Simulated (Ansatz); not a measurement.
input.yaml (Ansatz)

```yaml
crystal:
  lattice:
    - [2.8520594329, 0.0, 0.0]
    - [-1.4260297164, 2.469955922, 0.0]
    - [0.0, 0.0, 4.6332742338]
  atoms:
    - { symbol: Ir, position: [0.3333333333, 0.6666666667, 0.25], spin: 1.0 }
    - { symbol: Ir, position: [0.6666666667, 0.3333333333, 0.75], spin: 1.0 }
hamiltonian:
  xc: pbe
  pseudopotentials:
    kind: paw
    azcp:
      Ir: "pseudopotentials/Ir.paw.azcp"
basis:
  ecutwfc: 420
  fft_grid_basis: typed
kpoints:
  mp_grid: { grid: [22, 22, 12], shift: [0, 0, 0] }
magnetization:
  spin_polarized: true
scf:
  occupations: { method: fermi_dirac, width: 0.05 }
output:
  stress: true
  write_density: true
  write_potential: true
  elf: true
  volumetric_format: npy
```

Output

```
Engine: ansatz 0.2.0, x86_64-unknown-linux-gnu
Pseudopotentials: kind: paw
Pseudopotential: Ir, paw, valence charge 17, recommended cutoff 420 eV (normal) 
Functional definition: PBE
  parameter kappa = 0.804
  parameter beta = 0.06672455060314922
  exchange = pbe_x(kappa = kappa, mu = beta*pi^2/3)
  correlation = pbe_c(beta = beta)
Crystal: 2 atoms, lattice volume = 32.639 Å³
Basis set: ecut = 420 eV, 627 PW (Γ)
Bands: 22, of which v1, the nominal top of the filled ones, is band 17 counted from 1 (16 counted from 0)
Symmetry: 24 space group operations
Space group: P63/mmc (ITA 194), of the structure as read, at distance tolerance 3.2e-5 Å
Magnetic group: BNS 194.263 (UNI 1493), of the structure as read, at distance tolerance 3.2e-5 Å
k-points: 364 of 5808
Non-local potential: Ir, projectors of the file, l = 0: 3, l = 1: 2, l = 2: 2, l = 3: 1
PAW form: soft (Blöchl's): semilocal exchange-correlation on the pseudo side does not see the compensation charge
PAW one-centre angular grid: Ir, 590 points (default); XC on 64 Gauss nodes
Initial density: superposition of atomic densities (chi_scale 0.1, normalization cell)
Starting moments: Σ|m| = 2 μB on 2 of 2 sites
Initial wavefunctions: pseudopotential atomic-orbital guess
Functional: x = pbe(κ = 0.804, μ = 0.2195149727645171), c = pbe(β = 0.06672455060314922)
iter 1 solved again at ethr=1.84e-3 eV; its pass at ethr=3.10e-3 eV (dr2=6.24e-1 eV) is discarded
SCF iter   1: F=—  HF=-23870.345838 eV  |F-HF|=—  |Δ(HF+E_count)|=         —  Δρ=5.48e-2 (↑5.48e-2 ↓2.81e-2)  dr2=6.24e-1  dr2_m=4.26e-1  M=0.311 μB ∫|m|=0.314 μB  β_m=0.30  ethr=1.84e-3  ⟨swp⟩=1.0  Hψ=82101  notcnv=0
Mixer restart at iter 1: flushing history
spin=Collinear: Kerker preconditioning applied to the charge; magnetization (m = ρ↑ − ρ↓) channel mixes plain (no charge-response kernel on spin).
SCF iter   2: F=—  HF=-23870.135856 eV  |F-HF|=—  |Δ(HF+E_count)|=   2.10e-1  Δρ=3.90e-2 (↑3.90e-2 ↓2.14e-2)  dr2=2.76e-1  dr2_m=2.31e-1  M=0.252 μB ∫|m|=0.255 μB  β_m=0.65  ethr=1.84e-3  ⟨swp⟩=1.9  Hψ=17166  notcnv=0
SCF iter   3: F=—  HF=-23870.109430 eV  |F-HF|=—  |Δ(HF+E_count)|=   2.64e-2  Δρ=5.65e-3 (↑3.31e-3 ↓5.65e-3)  dr2=6.14e-3  dr2_m=4.29e-3  M=0.051 μB ∫|m|=0.058 μB  β_m=0.82  ethr=8.11e-4  ⟨swp⟩=2.3  Hψ=27521  notcnv=0
SCF iter   4: F=—  HF=-23870.117051 eV  |F-HF|=—  |Δ(HF+E_count)|=   7.62e-3  Δρ=6.85e-4 (↑6.85e-4 ↓6.37e-4)  dr2=3.07e-4  dr2_m=6.96e-6  M=0.003 μB ∫|m|=0.005 μB  β_m=0.84  ethr=1.81e-5  ⟨swp⟩=2.0  Hψ=33753  notcnv=0
SCF iter   5: F=—  HF=-23870.116915 eV  |F-HF|=—  |Δ(HF+E_count)|=   1.36e-4  Δρ=2.22e-4 (↑2.01e-4 ↓2.22e-4)  dr2=1.49e-5  dr2_m=8.49e-6  M=0.002 μB ∫|m|=0.003 μB  β_m=0.92  ethr=9.04e-7  ⟨swp⟩=2.1  Hψ=26114  notcnv=0
SCF iter   6: F=—  HF=-23870.116913 eV  |F-HF|=—  |Δ(HF+E_count)|=   2.01e-6  Δρ=3.12e-5 (↑3.12e-5 ↓2.59e-5)  dr2=7.61e-7  dr2_m=1.62e-8  M=0.000 μB ∫|m|=0.000 μB  β_m=0.96  ethr=4.38e-8  ⟨swp⟩=2.5  Hψ=26897  notcnv=0
SCF iter   7: F=—  HF=-23870.116914 eV  |F-HF|=—  |Δ(HF+E_count)|=   6.81e-7  Δρ=6.05e-6 (↑6.05e-6 ↓5.71e-6)  dr2=3.80e-8  dr2_m=1.85e-9  M=0.000 μB ∫|m|=0.000 μB  β_m=0.98  ethr=2.24e-9  ⟨swp⟩=2.3  Hψ=25019  notcnv=0
SCF iter   8: F=—  HF=-23870.116914 eV  |F-HF|=—  |Δ(HF+E_count)|=   3.96e-9  Δρ=1.58e-6 (↑1.58e-6 ↓1.43e-6)  dr2=3.62e-10  dr2_m=5.37e-10  M=-0.000 μB ∫|m|=0.000 μB  β_m=0.99  ethr=1.12e-10  ⟨swp⟩=2.4  Hψ=21771  notcnv=0
SCF iter   9: F=—  HF=-23870.116914 eV  |F-HF|=—  |Δ(HF+E_count)|=  2.44e-10  Δρ=2.61e-7 (↑2.61e-7 ↓1.76e-7)  dr2=4.25e-11  dr2_m=1.66e-12  M=-0.000 μB ∫|m|=0.000 μB  β_m=1.00  ethr=1.06e-12  ⟨swp⟩=2.0  Hψ=24806  notcnv=0
SCF iter  10: F=-23870.116914 eV  HF=-23870.116914 eV  |F-HF|=1.46e-11  |Δ(HF+E_count)|=  7.28e-12  Δρ=4.47e-8 (↑3.79e-8 ↓4.47e-8)  dr2=3.19e-13  dr2_m=2.68e-13  M=-0.000 μB ∫|m|=0.000 μB  ethr=1.00e-12  ⟨swp⟩=3.9  Hψ=66299  notcnv=0
SCF 1 converged in 10 iterations: F = -23870.116914 eV  dr2 = 3.19e-13
WARN: the starting moments were not kept: the SCF closed with an absolute magnetisation of 1.5e-6 μB, where they sum to 2 μB in size (2 sites). That is at most 0.1 of that sum. Measured as dr2_m measures the in/out step, that magnetisation stands 5.3e-13 eV from none, at or under the dr2_threshold of 1.0e-7 eV: it is no larger than a step whose dr2_m would equal this threshold. The system may hold no moment; this SCF shows only that its start led to no more than that. To try another start: raise the starting moments (crystal.atoms[].spin, magnetization.per_species, magnetization.initial_magnetization, or on a non-collinear deck that types none of these the spinor_matrix: blocks that start its atoms; where the total moment is fixed, keep their sum and leave initial_magnetization as it is; typed ones take the place of any that the run laid by itself, positive ones on a crystal's lanthanoids without a Hubbard term where scf.initial_density.shell_occupations: [] is typed) or, if the notice of its spin-set hold's release reads "site moments contracting" or "site moments show no strong build", lengthen the hold (scf.mixing.spin_hold: { on: { confirm: 4 } }; for m-r²SCAN on two components see the key's manual first). Each may lead to a state that holds a moment. A second SCF, from the converged charge density, with the starting moments and any scf.initial_density.shell_occupations laid on it anew, would have followed, and was not run: the deck does not ask for one (magnetization.retry_lost_moments is false, the default). To let it run, set magnetization.retry_lost_moments: true and run the deck again, where that key's refused combinations let it; where memory then withholds it, that run's warning says so.
SCF converged after 10 iterations
Magnetization: -0.0000 μB (17.0000 up, 17.0000 down)
Absolute magnetization: 0.0000 μB (∫|ρ↑−ρ↓|, with the PAW one-centre terms)
Spin contamination: 0.0000 ħ² per cell (⟨S²⟩ above its minimum at these occupations)
Per-site moments (μB) at R_I (Å): [(-7.161556513236686e-7, 1.1724162825850868), (-7.161556513526591e-7, 1.1724162825850868)]
Free energy (F): -23870.116914 eV
Harris-Foulkes:  -23870.116914 eV  (|F-HF|=1.46e-11)
Internal energy: -23870.092128 eV  (E = F + TS)
E sigma→0 (E₀):  -23870.104521 eV
Entropy (-TS):   -0.024786 eV (-12.393 meV/atom)
Fermi energy:    21.596016 eV
--- Per-component energies (eV) ---
  E_band       = -290.773957
  E_kinetic    = 1236.351436
  E_local      = -2455.355079  (includes V_loc(G=0)·N_el)
  E_nonlocal   = 144.853026
  E_hartree    = 920.431950
  E_xc         = -531.936905
  E_vxc        = -594.761753  (∫ρ·V_xc dr)
  E_paw        = -18446.010451  (= ΣΔE_a)
  E_vpaw       = -462.725646  (= ΣTr[D̂ρ^β])
  E_aug_tail   = 0.000147  (compensation charges beyond the density's cutoff)
  E_ewald      = -4738.426253
  E_smearing   = -0.024786  (= −TS)
  E_closure    = 0.000000  (closes the sum)
  Σ components = -23870.116914   (vs F -23870.116914, Δ=0.00e0)
--- Stress (GPa, compression-positive) ---
      -28.882794       0.000000       0.000000
        0.000000     -28.882794       0.000000
        0.000000       0.000000     -29.759639
  P = ⅓ Tr σ = -29.1751 GPa (-291.751 kbar)
--- Band table (eV; the first three rows and the last of 728) ---
  k-point 0 ↑: bands = ["-70.9614", "-70.9277", "-28.0439", "-27.6259", "-27.6259", "-27.5692", "-27.5558", "-27.5558", "11.8332", "14.8114", "18.4115", "18.5214", "18.5214", "19.0362", "19.0362", "19.6941", "19.6941", "21.1437", "21.8172", "21.8172", "27.4230", "35.5114"]
  k-point 1 ↑: bands = ["-70.9609", "-70.9282", "-28.0360", "-27.6247", "-27.6247", "-27.5776", "-27.5570", "-27.5570", "11.9013", "14.8094", "18.3821", "18.4899", "18.4899", "19.0035", "19.0035", "19.7742", "19.7742", "20.8486", "21.8137", "21.8137", "27.8337", "35.3523"]
  k-point 2 ↑: bands = ["-70.9592", "-70.9299", "-28.0129", "-27.6213", "-27.6213", "-27.6019", "-27.5605", "-27.5605", "12.1020", "14.7936", "18.3000", "18.4230", "18.4230", "18.9137", "18.9137", "19.9837", "19.9837", "20.1542", "21.7942", "21.7942", "28.8809", "35.0693"]
  k-point 363 ↓: bands = ["-70.9206", "-70.9206", "-27.9400", "-27.9400", "-27.8327", "-27.8327", "-27.6560", "-27.6560", "16.4239", "16.4239", "17.2328", "17.2328", "18.2103", "18.2103", "19.6898", "19.6898", "21.8637", "21.8637", "27.5783", "27.5783", "28.4139", "28.4139"]
```
